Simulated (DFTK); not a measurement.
# Al under changes of volume

One of the cells (16.603 Å³/atom); the others are scaled copies at fixed shape and fractional positions:

```xyz
1
Lattice="0.0000 2.0248 2.0248 2.0248 0.0000 2.0248 2.0248 2.0248 0.0000" Properties=species:S:1:pos:R:3 pbc="T T T"
Al    0.0000    0.0000    0.0000
```

```yaml
Program: DFTK 0.8.2
Functional: PBEsol
Potentials_or_basis: dojo.nc.sr.pbesol.v0_4_1.standard.upf (PBEsol)
Cutoff: 707 eV
k_mesh: 11 × 11 × 11
Occupations: fermi-dirac, width 0.05 eV
Spin: no spin polarisation
```

| volume (Å³/atom) | energy over the lowest point (meV/atom) | pressure (GPa) |
| --- | --- | --- |
| 15.607 | 5.44 | 3.3 |
| 15.939 | 0.78 | 1.3 |
| 16.271 | 0.00 | -0.5 |
| 16.603 | ? | ? |
| 16.935 | 8.47 | -3.5 |
| 17.267 | 17.03 | -4.7 |
| 17.599 | 28.07 | -5.9 |

Question: What does the run at 16.603 Å³/atom give?

Answer: Energy over the lowest point 2.68 meV/atom; pressure -2.1 GPa.

Worked out: A Birch-Murnaghan fit of order 3 (a polynomial in V^(-2/3)) to the other rows has its minimum at 16.17 Å³/atom with B0 = V·E''(V) = 84 GPa and B' = 4.5. It gives 2.68 meV/atom at 16.603 Å³/atom, against the run's 2.68, and -dE/dV = -2.1 GPa, against -2.1.

Energies are extrapolated to zero smearing.
